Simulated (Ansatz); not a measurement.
BeS (h-MgO type): G0W0 against its settings

BeS (h-MgO type) (it has left that coordination), relaxed with r2SCAN; one-shot G0W0 in Ansatz without spin-orbit coupling. Spin-unpolarised throughout. Whether this structure exists isn't addressed.

```
Be S
1.0
     3.46216    0.00000    0.00000
    -1.73108    2.99832    0.00000
     0.00000    0.00000    6.99243
Be S
2 2
Direct
  0.33333 0.66667 0.25000
  0.66667 0.33333 0.75000
  0.66667 0.33333 0.25000
  0.33333 0.66667 0.75000
```

Gaps are read over the mesh points alone. G0W0 here is at a finite number of bands, screening cutoff and k mesh, not at the basis limit.
```csv
start,potentials,frequency model,mesh,empty bands,screening cutoff (eV),Kohn-Sham gap (eV),G0W0 gap (eV),rough cost
PBE,PAW,contour deformation,6×6×2,117,80,4.16,5.54,30 core-seconds
PBE,PAW,contour deformation,6×6×2,273,140,4.16,5.68,2.5 core-minutes
PBE,PAW,contour deformation,6×6×2,501,210,4.16,5.75,11 core-minutes
HSE06,PAW,contour deformation,6×6×2,273,140,5.24,6.21,5 core-minutes
LDA,PAW,contour deformation,6×6×2,273,140,3.94,5.56,2.4 core-minutes
r2SCAN,PAW,contour deformation,6×6×2,273,140,4.69,5.99,2.7 core-minutes
PBE,PAW,Godby-Needs pole,6×6×2,273,140,4.16,5.67,4 core-minutes
PBE,PAW,contour deformation,6×6×4,117,80,3.96,5.32,80 core-seconds
PBE,norm-conserving,contour deformation,6×6×2,273,140,4.16,5.66,9 core-minutes
```

Over the mesh points the PBE gap of 4.16 eV becomes a quasiparticle gap of 5.75 eV (k = (1/6, 1/3, 0) to L), a change of +1.59 eV. Renormalisation factors Z lie between 0.75 and 0.81.

Raising bands and cutoff together moves the gap by +0.14 eV (80 to 140 eV), then +0.07 eV (140 to 210 eV); the last step is still large, so the basis limit isn't reached. Starting from HSE06 (5.24 eV against PBE's 4.16 eV) gives 6.21 eV, +0.53 eV from G0W0@PBE at the same screening cutoff. Starting from LDA (3.94 eV against PBE's 4.16 eV) gives 5.56 eV, -0.12 eV from G0W0@PBE at the same screening cutoff. Starting from r2SCAN (4.69 eV against PBE's 4.16 eV) gives 5.99 eV, +0.31 eV from G0W0@PBE at the same screening cutoff. The Godby-Needs plasmon pole differs from contour deformation by -0.01 eV. A 6×6×4 mesh in place of 6×6×2 changes the opening over PBE by -0.02 eV (the gap on the mesh by -0.22 eV, the PBE gap by -0.20 eV). Norm-conserving potentials (wave cutoff 1800 eV against 420 eV) shift the quasiparticle gap by -0.02 eV and the PBE gap by 0.00 eV. r2SCAN runs take a wave cutoff of 500 eV.

Coordinates of k points refer to the reciprocal vectors of the primitive cell of the runs.
